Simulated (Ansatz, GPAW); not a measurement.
# Ballistic transport through a C6 chain between two Ru chains, from relaxation to T(E)

Aim: the conductance of a C6 chain between two Ru chains after relaxation, and whether geometry, basis or functional moves it most.

Method: Ansatz plane waves; relaxation of the junction with the lead ends held; PAW set soft_1, in the first sound run; inputs show where later runs differ, in GPAW 26.7.0 and Ansatz 0.2.0.

## Step 1: Starting point

The cell holds 22 atoms: 16 Ru and 6 C. Its edges and angles: a = 9.000 Å, b = 9.000 Å, c = 43.587 Å, α = 90.0°, β = 90.0°, γ = 90.0°. Regions: left lead, 8 atoms (8 Ru); channel, 6 atoms (6 C); right lead, 8 atoms (8 Ru). Vacuum lies along a and b. The structure is stacked along c, and the current runs across the ab planes.

## Step 2: Relaxing the atoms

Transmission follows bond lengths closely, so the atoms between the held lead ends are relaxed first, from a slightly shaken start that lets symmetry break.

Input file input.yaml:

```yaml
crystal:
  lattice:
    - [9.0, 0.0, 0.0]
    - [0.0, 9.0, 0.0]
    - [0.0, 0.0, 43.587]
  atoms:
    - { symbol: Ru, position: [0.5, 0.5, 0.0258104481] }
    - { symbol: Ru, position: [0.5, 0.5, 0.0774313442] }
    - { symbol: Ru, position: [0.5, 0.5, 0.1290522403] }
    - { symbol: Ru, position: [0.5, 0.5, 0.1806731365] }
    - { symbol: Ru, position: [0.5, 0.5, 0.2322940326] }
    - { symbol: Ru, position: [0.5, 0.5, 0.2839149288] }
    - { symbol: Ru, position: [0.4953412719, 0.495986635, 0.334639501] }
    - { symbol: Ru, position: [0.4979243821, 0.5048242671, 0.3860545709] }
    - { symbol: C, position: [0.5031465649, 0.5042082397, 0.4266830977] }
    - { symbol: C, position: [0.4976635464, 0.5015737154, 0.455983131] }
    - { symbol: C, position: [0.5071851043, 0.502972705, 0.4869872962] }
    - { symbol: C, position: [0.4984990281, 0.4970859434, 0.5129260285] }
    - { symbol: C, position: [0.4961543247, 0.4987885543, 0.5449856572] }
    - { symbol: C, position: [0.4956229981, 0.5027202862, 0.5730013199] }
    - { symbol: Ru, position: [0.4978593297, 0.4974490375, 0.6142340755] }
    - { symbol: Ru, position: [0.5005640945, 0.4970069115, 0.6638075695] }
    - { symbol: Ru, position: [0.5, 0.5, 0.7160850712] }
    - { symbol: Ru, position: [0.5, 0.5, 0.7677059674] }
    - { symbol: Ru, position: [0.5, 0.5, 0.8193268635] }
    - { symbol: Ru, position: [0.5, 0.5, 0.8709477597] }
    - { symbol: Ru, position: [0.5, 0.5, 0.9225686558] }
    - { symbol: Ru, position: [0.5, 0.5, 0.9741895519] }
kpoints:
  mp_grid: { grid: [1, 1, 2] }
hamiltonian:
  xc: pbe
  pseudopotentials: { kind: paw, azcp: { folder: soft_1 } }
scf:
  occupations: { method: fermi_dirac, width: 0.1 }
relax:
  f_tol: 0.03
  max_steps: 80
  constraints: [{ sites: [0, 1, 2, 3, 4, 5, 16, 17, 18, 19, 20, 21] }]
```

On the command line:

```sh
> ansatz run input.yaml --threads 4 --pin off --max-ram 8192MiB --backend cpu --events-out ev --progress --plain --runs-dir out
```

Numbers of over 12 decimals in the logs are rounded to 6 here.

Log:

```text
Engine: ansatz 0.2.0, aarch64-unknown-linux-gnu
Pseudopotentials: kind: paw
Pseudopotential: Ru, paw, valence charge 16, recommended cutoff 420 eV (normal), soft_1/Ru.paw.azcp
Pseudopotential: C, paw, valence charge 4, recommended cutoff 420 eV (normal), soft_1/C.paw.azcp
Functional definition: PBE
  parameter kappa = 0.804
  parameter beta = 0.066725
  exchange = pbe_x(kappa = kappa, mu = beta*pi^2/3)
  correlation = pbe_c(beta = beta)
Crystal: 22 atoms, lattice volume = 3530.547 Å³
Basis set: ecut = 420 eV, 68965 PW (Γ), exchange–correlation on 128×128×600 points (8 copies of the dense FFT grid, shifted against one another)
Bands: 168, of which v1, the nominal top of the filled ones, is band 140 counted from 1 (139 counted from 0)
Symmetry: 1 space group operations
Space group: P1 (ITA 1), of the structure as read, at distance tolerance 1.5e-4 Å
k-points: 2
Non-local potential: Ru, projectors of the file, l = 0: 3, l = 1: 2, l = 2: 2, l = 3: 1
Non-local potential: C, projectors of the file, l = 0: 2, l = 1: 2, l = 2: 1
PAW form: soft (Blöchl's): semilocal exchange-correlation on the pseudo side does not see the compensation charge
PAW one-centre angular grid: Ru, 590 points (default); XC on 64 Gauss nodes
PAW one-centre angular grid: C, 110 points (default); XC on 64 Gauss nodes
Initial density: superposition of atomic densities (neutral atoms: chi_scale 0, normalization atom)
Initial wavefunctions: pseudopotential atomic-orbital guess
Functional: x = pbe(κ = 0.804, μ = 0.219515), c = pbe(β = 0.066725)
SCF iter   1: F=—  HF=-95505.602235 eV  |F-HF|=—  |Δ(HF+E_count)|=         —  Δρ=3.26e-2  dr2=1.49e2  ethr=3.10e-3  ⟨swp⟩=6.0  Hψ=1245  notcnv=0
preconditioner: auto → LDOS  [metal: Δε(μ)=0.083 eV  Ē_g=3.403 eV  σ=0.100 eV  W_gap=0.20  n_scr=364 (ndim 8)  ℏωp=7.5 eV  f_vac=0.740  D(μ)=53.96/eV (n_scr^D=290)  β→1.0]
SCF iter   2: F=—  HF=-95492.456806 eV  |F-HF|=—  |Δ(HF+E_count)|=    1.31e1  Δρ=1.25e-2  dr2=4.94e0  ethr=3.10e-3  ⟨swp⟩=3.0  Hψ=900  notcnv=0
SCF iter   3: F=—  HF=-95491.832943 eV  |F-HF|=—  |Δ(HF+E_count)|=   6.24e-1  Δρ=4.37e-3  dr2=9.56e-1  ethr=1.76e-3  ⟨swp⟩=3.0  Hψ=598  notcnv=0
SCF iter   4: F=—  HF=-95491.650378 eV  |F-HF|=—  |Δ(HF+E_count)|=   1.83e-1  Δρ=1.05e-3  dr2=7.64e-2  ethr=3.41e-4  ⟨swp⟩=2.0  Hψ=594  notcnv=0
SCF iter   5: F=—  HF=-95491.649482 eV  |F-HF|=—  |Δ(HF+E_count)|=   8.96e-4  Δρ=5.56e-4  dr2=2.96e-2  ethr=2.73e-5  ⟨swp⟩=2.0  Hψ=578  notcnv=0
SCF iter   6: F=—  HF=-95491.647276 eV  |F-HF|=—  |Δ(HF+E_count)|=   2.21e-3  Δρ=2.04e-4  dr2=4.21e-3  ethr=1.06e-5  ⟨swp⟩=2.0  Hψ=462  notcnv=0
SCF iter   7: F=—  HF=-95491.647935 eV  |F-HF|=—  |Δ(HF+E_count)|=   6.59e-4  Δρ=5.39e-5  dr2=2.44e-4  ethr=1.50e-6  ⟨swp⟩=1.5  Hψ=337  notcnv=0
SCF iter   8: F=—  HF=-95491.647963 eV  |F-HF|=—  |Δ(HF+E_count)|=   2.84e-5  Δρ=1.97e-5  dr2=3.27e-5  ethr=8.71e-8  ⟨swp⟩=2.5  Hψ=509  notcnv=0
SCF iter   9: F=-95491.647974 eV  HF=-95491.647975 eV  |F-HF|=1.39e-6  |Δ(HF+E_count)|=   1.21e-5  Δρ=6.84e-6  dr2=2.82e-6  ethr=8.04e-9  ⟨swp⟩=4.5  Hψ=1078  notcnv=0
smearing: bands 138 to 140 share 2.847 electrons (they would hold 4.000 with every lower band full and every higher one empty; bands counted from 0; each is filled to between 0.4640 and 0.4797 of a full level; at each k-point the levels lie within 6.1e-3 eV, against a smearing width of 0.1000 eV). The entropy term TS of this state is 1.8992 eV
SCF 1 converged in 9 iterations: F = -95491.647974 eV  dr2 = 2.82e-6
  greatest PAW one-centre occupation: 1.000 electrons in one spin orbital (limit 2), on the Ru atom at site 14 (counted from 0), in its partial waves of l = 0
relax step   1: F+E_penalty+E_count = -95491.64797388 eV  Δ(F+E_penalty+E_count) = +0.000e0 eV  max|allowed force component| = 1.567e1 eV/Å  Δτ_max = 0.0000 Å  (9 SCF iters, dr2 threshold 2.25e-5 eV, accepted)
Initial density: handed on by an earlier stage of this run
Initial wavefunctions: those handed on with the density
iter 1 solved again at ethr=4.80e-4 eV; its pass at ethr=3.10e-3 eV (dr2=1.34e0 eV) is discarded
SCF iter   1: F=—  HF=-95493.293912 eV  |F-HF|=—  |Δ(HF+E_count)|=         —  Δρ=5.30e-3  dr2=1.35e0  ethr=4.80e-4  ⟨swp⟩=1.0  Hψ=1262  notcnv=0
preconditioner: auto → LDOS  [metal: Δε(μ)=0.039 eV  Ē_g=3.652 eV  σ=0.100 eV  W_gap=0.10  n_scr=364 (ndim 8)  ℏωp=7.7 eV  f_vac=0.761  D(μ)=59.24/eV (n_scr^D=340)  β→1.0]
SCF iter   2: F=—  HF=-95493.129966 eV  |F-HF|=—  |Δ(HF+E_count)|=   1.64e-1  Δρ=2.07e-3  dr2=2.20e-1  ethr=4.80e-4  ⟨swp⟩=3.0  Hψ=546  notcnv=0
SCF iter   3: F=—  HF=-95493.090760 eV  |F-HF|=—  |Δ(HF+E_count)|=   3.92e-2  Δρ=6.16e-4  dr2=2.13e-2  ethr=7.87e-5  ⟨swp⟩=3.0  Hψ=511  notcnv=0
SCF iter   4: F=—  HF=-95493.088411 eV  |F-HF|=—  |Δ(HF+E_count)|=   2.35e-3  Δρ=1.72e-4  dr2=2.21e-3  ethr=7.61e-6  ⟨swp⟩=2.0  Hψ=520  notcnv=0
SCF iter   5: F=—  HF=-95493.088253 eV  |F-HF|=—  |Δ(HF+E_count)|=   1.58e-4  Δρ=6.25e-5  dr2=3.01e-4  ethr=7.91e-7  ⟨swp⟩=2.0  Hψ=485  notcnv=0
SCF iter   6: F=-95493.088190 eV  HF=-95493.088273 eV  |F-HF|=8.24e-5  |Δ(HF+E_count)|=   1.96e-5  Δρ=3.60e-5  dr2=9.94e-5  ethr=3.57e-8  ⟨swp⟩=3.0  Hψ=1206  notcnv=0
smearing: bands 139 to 140 share 1.882 electrons (they would hold 2.000 with every lower band full and every higher one empty; bands counted from 0; each is filled to between 0.4674 and 0.4735 of a full level; at each k-point the levels lie within 1.6e-4 eV, against a smearing width of 0.1000 eV). The entropy term TS of this state is 1.8418 eV
SCF 2 converged in 6 iterations: F = -95493.088190 eV  dr2 = 9.94e-5
  greatest PAW one-centre occupation: 1.000 electrons in one spin orbital (limit 2), on the Ru atom at site 15 (counted from 0), in its partial waves of l = 0
relax step   2: F+E_penalty+E_count = -95493.08819011 eV  Δ(F+E_penalty+E_count) = -1.440e0 eV  max|allowed force component| = 2.781e0 eV/Å  Δτ_max = 0.1188 Å  (6 SCF iters, dr2 threshold 1.00e-4 eV, accepted)
iter 1 solved again at ethr=3.45e-4 eV; its pass at ethr=3.10e-3 eV (dr2=9.66e-1 eV) is discarded
SCF iter   1: F=—  HF=-95493.558870 eV  |F-HF|=—  |Δ(HF+E_count)|=         —  Δρ=4.23e-3  dr2=7.14e-1  ethr=3.45e-4  ⟨swp⟩=2.0  Hψ=1264  notcnv=0
preconditioner: auto → LDOS  [metal: Δε(μ)=0.056 eV  Ē_g=3.688 eV  σ=0.100 eV  W_gap=0.14  n_scr=364 (ndim 8)  ℏωp=7.7 eV  f_vac=0.760  D(μ)=55.79/eV (n_scr^D=306)  β→1.0]
SCF iter   2: F=—  HF=-95493.497387 eV  |F-HF|=—  |Δ(HF+E_count)|=   6.15e-2  Δρ=2.30e-3  dr2=2.37e-1  ethr=2.55e-4  ⟨swp⟩=3.0  Hψ=640  notcnv=0
SCF iter   3: F=—  HF=-95493.447693 eV  |F-HF|=—  |Δ(HF+E_count)|=   4.97e-2  Δρ=5.30e-4  dr2=1.45e-2  ethr=8.45e-5  ⟨swp⟩=2.0  Hψ=614  notcnv=0
[...]
[... from here on, the SCF cycles and remarks between the steps are left out ...]
relax step   4: F+E_penalty+E_count = -95493.74881889 eV  Δ(F+E_penalty+E_count) = -3.021e-1 eV  max|allowed force component| = 1.315e0 eV/Å  Δτ_max = 0.2000 Å  (6 SCF iters, dr2 threshold 5.95e-5 eV, accepted)
relax step   5: F+E_penalty+E_count = -95493.96726035 eV  Δ(F+E_penalty+E_count) = -2.184e-1 eV  max|allowed force component| = 1.477e0 eV/Å  Δτ_max = 0.1926 Å  (6 SCF iters, dr2 threshold 1.00e-4 eV, accepted)
relax step   6: F+E_penalty+E_count = -95494.15423444 eV  Δ(F+E_penalty+E_count) = -1.870e-1 eV  max|allowed force component| = 7.894e-1 eV/Å  Δτ_max = 0.2000 Å  (7 SCF iters, dr2 threshold 1.00e-4 eV, accepted)
relax step   7: F+E_penalty+E_count = -95494.25788513 eV  Δ(F+E_penalty+E_count) = -1.037e-1 eV  max|allowed force component| = 3.203e-1 eV/Å  Δτ_max = 0.2000 Å  (7 SCF iters, dr2 threshold 1.00e-4 eV, accepted)
relax step   8: F+E_penalty+E_count = -95494.26719799 eV  Δ(F+E_penalty+E_count) = -9.313e-3 eV  max|allowed force component| = 1.063e-1 eV/Å  Δτ_max = 0.1053 Å  (7 SCF iters, dr2 threshold 1.69e-5 eV, accepted)
relax step   9: F+E_penalty+E_count = -95494.26110478 eV  Δ(F+E_penalty+E_count) = +6.093e-3 eV  max|allowed force component| = 7.587e-1 eV/Å  Δτ_max = 0.0893 Å  (8 SCF iters, dr2 threshold 1.24e-6 eV, rejected (line search))
relax step  10: F+E_penalty+E_count = -95494.26895576 eV  Δ(F+E_penalty+E_count) = -1.758e-3 eV  max|allowed force component| = 5.300e-2 eV/Å  Δτ_max = 0.0446 Å  (8 SCF iters, accepted)
relax step  11: F+E_penalty+E_count = -95494.27003537 eV  Δ(F+E_penalty+E_count) = -1.080e-3 eV  max|allowed force component| = 5.180e-2 eV/Å  Δτ_max = 0.0748 Å  (9 SCF iters, accepted)
relax step  12: F+E_penalty+E_count = -95494.27036357 eV  Δ(F+E_penalty+E_count) = -3.282e-4 eV  max|allowed force component| = 4.328e-2 eV/Å  Δτ_max = 0.0311 Å  (8 SCF iters, accepted)
relax step  13: F+E_penalty+E_count = -95494.27076350 eV  Δ(F+E_penalty+E_count) = -3.999e-4 eV  max|allowed force component| = 3.455e-2 eV/Å  Δτ_max = 0.0376 Å  (7 SCF iters, dr2 threshold 1.31e-6 eV, accepted)
relax step  14: F+E_penalty+E_count = -95494.27117826 eV  Δ(F+E_penalty+E_count) = -4.148e-4 eV  max|allowed force component| = 3.604e-2 eV/Å  Δτ_max = 0.0713 Å  (8 SCF iters, accepted)
relax step  15: F+E_penalty+E_count = -95494.27165862 eV  Δ(F+E_penalty+E_count) = -4.804e-4 eV  max|allowed force component| = 3.276e-2 eV/Å  Δτ_max = 0.0141 Å  (7 SCF iters, accepted)
relax step  16: F+E_penalty+E_count = -95494.27227059 eV  Δ(F+E_penalty+E_count) = -6.120e-4 eV  max|allowed force component| = 1.893e-2 eV/Å  Δτ_max = 0.0456 Å  (8 SCF iters, accepted)
SCF iter   1: F=—  HF=-95494.280432 eV  |F-HF|=—  |Δ(HF+E_count)|=         —  Δρ=1.28e-3  dr2=3.72e-2  ethr=1.70e-4  ⟨swp⟩=3.5  Hψ=750  notcnv=0
preconditioner: auto → LDOS  [metal: Δε(μ)=0.039 eV  Ē_g=3.570 eV  σ=0.100 eV  W_gap=0.10  n_scr=364 (ndim 8)  ℏωp=7.7 eV  f_vac=0.759  D(μ)=54.02/eV (n_scr^D=290)  β→1.0]
SCF iter   2: F=—  HF=-95494.276142 eV  |F-HF|=—  |Δ(HF+E_count)|=   4.29e-3  Δρ=7.19e-4  dr2=1.85e-2  ethr=1.33e-5  ⟨swp⟩=2.0  Hψ=700  notcnv=0
SCF iter   3: F=—  HF=-95494.272245 eV  |F-HF|=—  |Δ(HF+E_count)|=   3.90e-3  Δρ=1.49e-4  dr2=9.74e-4  ethr=6.61e-6  ⟨swp⟩=2.0  Hψ=591  notcnv=0
SCF iter   4: F=—  HF=-95494.272291 eV  |F-HF|=—  |Δ(HF+E_count)|=   4.63e-5  Δρ=5.73e-5  dr2=1.33e-4  ethr=3.48e-7  ⟨swp⟩=2.5  Hψ=593  notcnv=0
SCF iter   5: F=—  HF=-95494.272310 eV  |F-HF|=—  |Δ(HF+E_count)|=   1.82e-5  Δρ=1.90e-5  dr2=1.22e-5  ethr=4.74e-8  ⟨swp⟩=2.0  Hψ=533  notcnv=0
SCF iter   6: F=—  HF=-95494.272743 eV  |F-HF|=—  |Δ(HF+E_count)|=   4.33e-4  Δρ=6.23e-6  dr2=2.03e-6  ethr=4.36e-9  ⟨swp⟩=2.0  Hψ=554  notcnv=0
SCF iter   7: F=—  HF=-95494.272744 eV  |F-HF|=—  |Δ(HF+E_count)|=   1.43e-6  Δρ=4.34e-6  dr2=5.79e-7  ethr=7.27e-10  ⟨swp⟩=2.5  Hψ=545  notcnv=0
SCF iter   8: F=-95494.272744 eV  HF=-95494.272744 eV  |F-HF|=1.24e-8  |Δ(HF+E_count)|=   1.96e-8  Δρ=5.84e-7  dr2=1.18e-8  ethr=3.57e-11  ⟨swp⟩=3.0  Hψ=1320  notcnv=0
SCF 17 converged in 8 iterations: F = -95494.272744 eV  dr2 = 1.18e-8
relax step  17: F+E_penalty+E_count = -95494.27274401 eV  Δ(F+E_penalty+E_count) = -4.734e-4 eV  max|allowed force component| = 2.584e-2 eV/Å  Δτ_max = 0.0744 Å  (8 SCF iters, accepted)
SCF converged after 8 iterations
Free energy (F): -95494.272744 eV
Harris-Foulkes:  -95494.272744 eV  (|F-HF|=1.24e-8)
Internal energy: -95492.546064 eV  (E = F + TS)
E sigma→0 (E₀):  -95493.409404 eV
Entropy (-TS):   -1.726680 eV (-78.485 meV/atom)
Fermi energy:    -3.182742 eV
--- Per-component energies (eV) ---
  E_band       = -7657.167124
  E_kinetic    = 7813.542247
  E_local      = -91337.919430  (includes V_loc(G=0)·N_el)
  E_nonlocal   = 6875.359227
  E_hartree    = 38670.827745
  E_xc         = -2911.773318
  E_vxc        = -3661.138802  (∫ρ·V_xc dr)
  E_paw        = -56666.815112  (= ΣΔE_a)
  E_vpaw       = -4688.676548  (= ΣTr[D̂ρ^β])
  E_aug_tail   = 0.011052  (compensation charges beyond the density's cutoff)
  E_ewald      = 2064.221525
  E_smearing   = -1.726680  (= −TS)
  E_closure    = 0.000000  (closes the sum)
  Σ components = -95494.272744   (vs F -95494.272744, Δ=0.00e0)
--- Forces (eV/Å), atoms counted from 1 ---
  atom   1  Ru    -0.00382440    -0.00934869     0.05583317
  atom   2  Ru     0.00463320     0.02194436    -0.03945793
  atom   3  Ru    -0.00796110     0.01563199    -0.02344259
  atom   4  Ru     0.00986174    -0.05989808     0.10068518
  atom   5  Ru     0.01923020    -0.23380028     0.03634961
  atom   6  Ru    -0.01765867     0.26524745     0.51564925
  atom   7  Ru     0.00191244     0.01479585     0.00816156
  atom   8  Ru    -0.00041799    -0.02091513     0.00885271
  atom   9  C      0.00143095     0.00763508    -0.00621780
  atom  10  C     -0.00147577     0.01044619    -0.01953924
  atom  11  C     -0.00706875    -0.01114721     0.02380299
  atom  12  C      0.01379579    -0.00460973    -0.02024491
  atom  13  C     -0.00080050     0.00360642     0.01769800
  atom  14  C     -0.00802606     0.01211663     0.01811113
  atom  15  Ru     0.01079233    -0.02583652    -0.01721760
  atom  16  Ru    -0.00862651     0.01861090    -0.00917512
  atom  17  Ru    -0.09821141     0.24579262    -0.51704545
  atom  18  Ru     0.08142661    -0.22034045    -0.03916882
  atom  19  Ru     0.01635636    -0.05835871    -0.10117242
  atom  20  Ru     0.00068674     0.01746926     0.02405368
  atom  21  Ru    -0.01352201     0.01802710     0.03937457
  atom  22  Ru     0.00744160    -0.00698450    -0.05590009
  max |Σ_I F_I| component: 8.46e-5 eV/Å
--- Relaxed structure (17 steps of the walk, 16 accepted, 0 SCFs on fresh bases) ---
  F+E_penalty+E_count = -95494.27274401 eV   max|allowed force component| = 2.584e-2 eV/Å
  atoms:
    - { symbol: Ru, position: [0.5, 0.5, 0.0258104481] }
    - { symbol: Ru, position: [0.5, 0.5, 0.0774313442] }
    - { symbol: Ru, position: [0.5, 0.5, 0.1290522403] }
    - { symbol: Ru, position: [0.5, 0.5, 0.1806731365] }
    - { symbol: Ru, position: [0.5, 0.5, 0.232294] }
    - { symbol: Ru, position: [0.5, 0.5, 0.2839149288] }
    - { symbol: Ru, position: [0.508036, 0.414701, 0.333709] }
    - { symbol: Ru, position: [0.500461, 0.513466, 0.379229] }
    - { symbol: C, position: [0.505445, 0.470808, 0.424951] }
    - { symbol: C, position: [0.506579, 0.464675, 0.454452] }
    - { symbol: C, position: [0.507276, 0.463614, 0.485328] }
    - { symbol: C, position: [0.507570, 0.463729, 0.514619] }
    - { symbol: C, position: [0.507882, 0.465154, 0.545498] }
    - { symbol: C, position: [0.506571, 0.471114, 0.574999] }
    - { symbol: Ru, position: [0.493280, 0.511790, 0.620770] }
    - { symbol: Ru, position: [0.528663, 0.419156, 0.666280] }
    - { symbol: Ru, position: [0.5, 0.5, 0.7160850712] }
    - { symbol: Ru, position: [0.5, 0.5, 0.7677059674] }
    - { symbol: Ru, position: [0.5, 0.5, 0.8193268635] }
    - { symbol: Ru, position: [0.5, 0.5, 0.870948] }
    - { symbol: Ru, position: [0.5, 0.5, 0.9225686558] }
    - { symbol: Ru, position: [0.5, 0.5, 0.9741895519] }
```

It took 5 min on 4 threads of Arm Neoverse V2, shared host; peak memory 5.4 GiB.

Relaxation path:

```tsv
step	energy less that of the first step (eV)	largest force component (eV/Å)
1	0.0000	15.6720
2	-1.4402	2.7807
3	-1.7987	0.9754
4	-2.1008	1.3154
5	-2.3193	1.4772
6	-2.5063	0.7894
7	-2.6099	0.3203
8	-2.6192	0.1063
9	-2.6131	0.7587
10	-2.6210	0.0530
11	-2.6221	0.0518
12	-2.6224	0.0433
13	-2.6228	0.0345
14	-2.6232	0.0360
15	-2.6237	0.0328
16	-2.6243	0.0189
17	-2.6248	0.0258
```

Relaxation step 9 was tried and not accepted.

The atoms that moved most (Å):

```tsv
atom	dx	dy	dz	length
Ru16	0.253	-0.701	0.108	0.753
Ru7	0.114	-0.732	-0.041	0.742
C11	0.001	-0.354	-0.072	0.362
C10	0.080	-0.332	-0.067	0.348
C13	0.106	-0.303	0.022	0.321
C12	0.082	-0.300	0.074	0.320
Ru15	-0.041	0.129	0.285	0.315
C14	0.099	-0.284	0.087	0.313
```

Final coordinates:

```cif
data_structure
_symmetry_space_group_name_H-M 'P 1'
_symmetry_Int_Tables_number 1
_cell_length_a 9.0000
_cell_length_b 9.0000
_cell_length_c 43.5870
_cell_angle_alpha 90.000
_cell_angle_beta 90.000
_cell_angle_gamma 90.000
_cell_volume 3530.55
loop_
_atom_site_label
_atom_site_type_symbol
_atom_site_fract_x
_atom_site_fract_y
_atom_site_fract_z
_atom_site_occupancy
Ru1 Ru 0.50000 0.50000 0.02581 1
Ru2 Ru 0.50000 0.50000 0.07743 1
Ru3 Ru 0.50000 0.50000 0.12905 1
Ru4 Ru 0.50000 0.50000 0.18067 1
Ru5 Ru 0.50000 0.50000 0.23229 1
Ru6 Ru 0.50000 0.50000 0.28391 1
Ru7 Ru 0.50804 0.41470 0.33371 1
Ru8 Ru 0.50046 0.51347 0.37923 1
C9 C 0.50545 0.47081 0.42495 1
C10 C 0.50658 0.46468 0.45445 1
C11 C 0.50728 0.46361 0.48533 1
C12 C 0.50757 0.46373 0.51462 1
C13 C 0.50788 0.46515 0.54550 1
C14 C 0.50657 0.47111 0.57500 1
Ru15 Ru 0.49328 0.51179 0.62077 1
Ru16 Ru 0.52866 0.41916 0.66628 1
Ru17 Ru 0.50000 0.50000 0.71609 1
Ru18 Ru 0.50000 0.50000 0.76771 1
Ru19 Ru 0.50000 0.50000 0.81933 1
Ru20 Ru 0.50000 0.50000 0.87095 1
Ru21 Ru 0.50000 0.50000 0.92257 1
Ru22 Ru 0.50000 0.50000 0.97419 1
```

Numbers from this step:

* free energy: -95494.2727 eV
* smearing term TS: 1.727 eV
* symmetry operations: 1

The relaxation lowered the energy of the cell by 2.62 eV.

[end of part 1 of 4]

[Logs are printed without paths, hosts, clocks, repeated set-up lines and the standing remarks that a program may print on its own settings, such as how far it seeks lower states.]

[Hosts, paths, dates, database ids (printed as entryN), source tags and the programs' standing remarks are cut or masked in the printed files.]
